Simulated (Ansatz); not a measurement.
# AlCo: strain energy, fitted

AlCo, Pm-3m, a = 2.823 Å. The structure is a Materials Project entry; whether it is the stable form wasn't checked. Ansatz: PBEsol, PAW, 420 eV, Γ-centred 18×18×18 mesh on 2 atoms, Gaussian smearing 0.10 eV; no spin polarisation. Series: uniaxial strain along a, with b, c and atoms relaxed; x is the strain in per cent. y is the free energy over the unstrained cell, V0 = 11.244 Å³/atom.

| x (%) | y (meV/atom) |
| --- | --- |
| -3.0 | 8.83 |
| -2.0 | 3.78 |
| -1.0 | ? |
| 0.0 | 0.00 |
| 1.0 | 0.82 |
| 2.0 | 3.05 |
| 3.0 | 6.36 |

**Question.** Fit y = c2 x² + c3 x³ to the other rows, turn c2 into a modulus, and predict the missing energy.

**Answer.** Least squares on the rows shown. y = 0.8456 x² − 0.04572 x³. In eV per unit strain² c2 is 8.456; this is Young's modulus along the axis (E = ½ Y V0 ε²): 2 × 8.456 × 160.2 / (11.244) = 241 GPa. At x = -1.0 the fit asked for gives 0.89 meV/atom. The run gave 0.90 meV/atom, so the fit is 0.01 meV/atom too low, within the rms miss on the fitted rows (0.02 meV/atom).